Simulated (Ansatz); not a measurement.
## Structure relaxation of ZnS

Level of theory: DFT PBE, scalar-relativistic, plane waves, PAW (Ansatz). Cutoff 420 eV, Γ-centred k mesh, Gaussian smearing, no spin polarisation in the final step.

The start puts ZnS on the CuPt (L1_1) structure type (R-3m, No. 166), with Zn in place of Cu, S in place of Pt, at a guessed volume.

```xyz
2
Lattice="1.5172 0.8760 4.8327 -1.5172 0.8760 4.8327 0.0000 -1.7520 4.8327" Properties=species:S:1:pos:R:3 pbc="T T T"
Zn    0.0000    0.0000    0.0000
S     0.0000    0.0000    7.2490
```

Cell and atoms relax at zero pressure; the relaxation can't lower the symmetry of the start. After a coarse first stage the cell is made exact in the group found at 0.06 Å.

Energies over the elements count from the elements' standard structures at the same level, with no empirical corrections.

(1) What does it relax into?

(2) What are its volume, energy, density and gap?

## Answers

(1) It ends in Fm-3m (No. 225). The result has the rock salt structure. Conventional cell: a = 5.103 Å. Around Zn lie 6 S at 2.55 Å; around S lie 6 Zn at 2.55 Å.

```cif
data_structure
_symmetry_space_group_name_H-M 'Fm-3m'
_symmetry_Int_Tables_number 225
_cell_length_a 5.1034
_cell_length_b 5.1034
_cell_length_c 5.1034
_cell_angle_alpha 90.000
_cell_angle_beta 90.000
_cell_angle_gamma 90.000
_cell_volume 132.92
loop_
_atom_site_label
_atom_site_type_symbol
_atom_site_symmetry_multiplicity
_atom_site_Wyckoff_symbol
_atom_site_fract_x
_atom_site_fract_y
_atom_site_fract_z
_atom_site_occupancy
Zn1 Zn 4 a 0.00000 0.00000 0.00000 1
S1 S 4 b 0.50000 0.00000 0.00000 1
```

(2) The volume per atom is 16.61 Å³. The density is 4.87 g/cm³, the energy over the elements is -0.50 eV/atom and the gap on the 18×18×18 mesh is 0 eV (a metal).

The final run used a 18×18×18 mesh on its 2-atom cell and 0.10 eV smearing. The k mesh leaves about 4 meV/atom of noise in metals. A structure relaxed within its symmetry needn't be a true minimum. The steps took about 18 core-seconds in all.

Cost: 3 runs of about 0.3 core-minutes in all, on Intel Xeon 6975P-C (Granite Rapids) (shared hosts).